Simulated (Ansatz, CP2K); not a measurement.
**MgSi: 3 runs at one level of theory**

```
Si Mg
1.0
     2.90839    0.00000    0.00000
     0.00000    2.90839    0.00000
     0.00000    0.00000    4.10343
Si Mg
1 1
Direct
  0.50000 0.50000 0.50000
  0.00000 0.00000 0.00000
```

The cell comes from a database or a generator and needn't be the stable form of this composition.

Alike in all runs: task band structure; functional LDA; k mesh 9 × 9 × 7; occupations fermi-dirac, width 0.05 eV; no spin polarisation; no spin-orbit coupling. LDA stands for any of its common fits. Pressure is positive in compression and, in plane waves, holds the error of the finite cutoff, which Ansatz's Pulay term estimates and takes out.

```
                                                         program and potentials  plane-wave cutoff (eV)                                                                                   notes  pressure (GPa)
                                                             Ansatz, Ansatz PAW                     420  potentials made for PBE, which Ansatz adapts in part; Pulay term of +0.02 GPa included           -3.21
CP2K, GTH_POTENTIALS Si GTH-PADE-q4, Mg GTH-PADE-q10; TZVP-MOLOPT-PBE-GTH basis                       -                                                                            atomic basis           -2.25
                                 Ansatz, all-electron LAPW, scalar-relativistic                       -                                                                                       -           -3.19
```

The pressure spans -3.21 (Ansatz, Ansatz PAW) to -2.25 GPa (CP2K, GTH_POTENTIALS Si GTH-PADE-q4, Mg GTH-PADE-q10; TZVP-MOLOPT-PBE-GTH basis), with all-electron results at -3.19. Rows in atomic bases carry the error of their basis and grid, which can be large.

Differences between rows come from potentials, basis sets and numerical settings, since the functional is the same but for its coding. Runs on potential files found faulty are left out.
